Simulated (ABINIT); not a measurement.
Runs of ABINIT 10.8.3 (patched build) on Ag. The structure is cubic, space group Fm-3m (No. 225). Conventional cell: a = 4.085 Å, b = 4.085 Å, c = 4.085 Å, α = 90.00°, β = 90.00°, γ = 90.00°. Ag (site symmetry m-3m) is surrounded by 12 Ag at 2.89 Å. 

| task | level | potentials or basis | k mesh | cutoff (eV) | fine-grid cutoff | mesh quality | gap on the mesh (eV) | pressure (GPa) |
| --- | --- | --- | --- | --- | --- | --- | --- | --- |
| band structure | HLE16 | JTH PAW PBE v2.0 | 11 × 11 × 11 | 463 | 925.187 eV | not flagged | none | -4.7 |
| band structure | LDA | PseudoDojo NC SR LDA v0.4.1 standard | 11 × 11 × 11 | 1170 | - | not flagged | none | (a) |
| single point | r2SCAN | JTH PAW PBE v2.0 | 7 × 7 × 7 | 544 | 1088.46 eV | coarse | none | (b) |
| band structure | BP86 | PseudoDojo NC SR PBE v0.4.1 standard | 11 × 11 × 11 | 1116 | - | not flagged | none | 4.5 |
| band structure | BLYP | PseudoDojo NC SR PBE v0.4.1 standard | 11 × 11 × 11 | 1116 | - | not flagged | none | 11.8 |

Alike in all rows: no spin polarisation; cell as given; smearing fermi-dirac 0.05 eV.

Q: Fill in the values left out.

A: (a) -7.6; (b) 0.9.

Caveats: some runs use coarse meshes; the potentials were made for another functional, which shifts forces and pressure (some runs); the potentials were made for a functional far from this one (some runs); the PAW data sets were made with another functional, which shifts forces and pressure a little (some runs).

A k mesh can miss the band edges, and the runs leave out spin-orbit coupling on Ag.

A gap of «none» marks a metal or a gap under the smearing width.

The runs don't all hold the same shells in valence.
